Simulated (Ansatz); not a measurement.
# ZnO: the cost of one run

Program: Ansatz 0.2.0. PAW datasets, plane waves. (Simulation; spin polarisation is off.)

## 1. The system as given

The unstrained cell was relaxed with r2SCAN; in each strained cell the atoms were relaxed again with r2SCAN. Names of k-points are those of the unstrained zone, where strain can split equivalent points. First state: +2.0 % strain along z alone.

The symmetry is P6_3mc (No. 186, hexagonal); a = 3.235 Å, c = 5.315 Å in the conventional setting, 12.05 Å³ an atom. Around Zn lie 4 O at 1.98–1.99 Å; around O lie 4 Zn at 1.98–1.99 Å.

The structure in full:

```xyz
4
Lattice="3.2353 0.0000 0.0000 -1.6177 2.8019 0.0000 0.0000 0.0000 5.3152" Properties=species:S:1:pos:R:3 pbc="T T T"
Zn    0.0000    1.8679    0.0003
Zn    1.6177    0.9340    2.6578
O     0.0000    1.8679    1.9929
O     1.6177    0.9340    4.6505
```

From earlier runs on the unstrained cell: PBE 0.81 eV, r2SCAN 1.24 eV, HSE06 2.53 eV; a = 3.235 Å, c = 5.211 Å.

## 2. +2.0 % strain along z alone: PBE

The input, input.yaml:

```yaml
crystal:
  lattice:
    - [3.2353408669, 0.0, 0.0]
    - [-1.6176704335, 2.8018873806, 0.0]
    - [0.0, 0.0, 5.3151708682]
  atoms:
    - { symbol: Zn, position: [0.3333333333, 0.6666666667, 4.93375e-05] }
    - { symbol: Zn, position: [0.6666666667, 0.3333333333, 0.5000493375] }
    - { symbol: O, position: [0.3333333333, 0.6666666667, 0.3749506625] }
    - { symbol: O, position: [0.6666666667, 0.3333333333, 0.8749506625] }
kpoints:
  mp_grid: { grid: [12, 12, 6] }
  band_path:
    path:
      - [0.0, 0.0, 0.0]
      - [0.5, 0.0, 0.0]
      - [0.3333333333, 0.3333333333, 0.0]
      - [0.0, 0.0, 0.5]
      - [0.5, 0.0, 0.5]
      - [0.3333333333, 0.3333333333, 0.5]
    npoints: 1
hamiltonian:
  xc: pbe
scf:
  occupations: { method: fermi_dirac, width: 0.02 }
  n_extra_bands: 5
output:
  forces: true
  stress: true
  eigenvalues: true
  write_density: true
  write_potential: true
  elf: true
  volumetric_format: npy
```

Launch:

```sh
ansatz run input.yaml --threads 2 --pin off --max-ram 29491MiB --backend cpu --events-out ev --progress --plain --runs-dir out
```

What time and memory should one allow on 2 threads of AMD EPYC 7R13 (Zen 3), shared host?

About 3.6 s, with a peak of 0.53 GiB.
